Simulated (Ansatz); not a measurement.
Wanted: the native input for an Ansatz 0.2.0 run.

| Item | Value |
| --- | --- |
| Task | single point |
| Functional | PBE |
| Potentials or basis | Ansatz PAW |
| Cutoff | 420 eV (not typed: the program's choice for these potentials) |
| k mesh | 12 × 12 × 12 |
| Occupations | gaussian, width 0.013 eV |
| Spin | no spin polarisation |

Crystal: Zn.

```
CELL_PARAMETERS angstrom
-1.56904 1.56904 1.56904
1.56904 -1.56904 1.56904
1.56904 1.56904 -1.56904
ATOMIC_POSITIONS crystal
Zn 0.00000 0.00000 0.00000
```

This isn't the form of Zn at room conditions, which is hcp.

The input as run:

input.yaml

```yaml
crystal:
  lattice:
    - [-1.569037, 1.569037, 1.569037]
    - [1.569037, -1.569037, 1.569037]
    - [1.569037, 1.569037, -1.569037]
  atoms:
    - { symbol: Zn, position: [0.0, 0.0, 0.0] }
hamiltonian:
  xc: pbe
  pseudopotentials: { kind: paw }
kpoints:
  mp_grid: { grid: [12, 12, 12] }
scf:
  occupations: { method: gaussian, width: 0.013 }
output:
  forces: true
  stress: true
  eigenvalues: true
```

Potentials or basis: Ansatz PAW.

The run is started by

```sh
$ ansatz run input.yaml --threads 2 --pin off --max-ram 5632MiB --backend cpu --events-out ev --progress --plain --runs-dir out
```

It gave:

```yaml
Pressure: -0.2 GPa
Band_gap_on_the_k_mesh: none (metal or under the smearing width)
```

Wall time 0.44 s on 2 threads of Arm Neoverse V2, with other jobs on the host, peak memory 0.26 GiB.
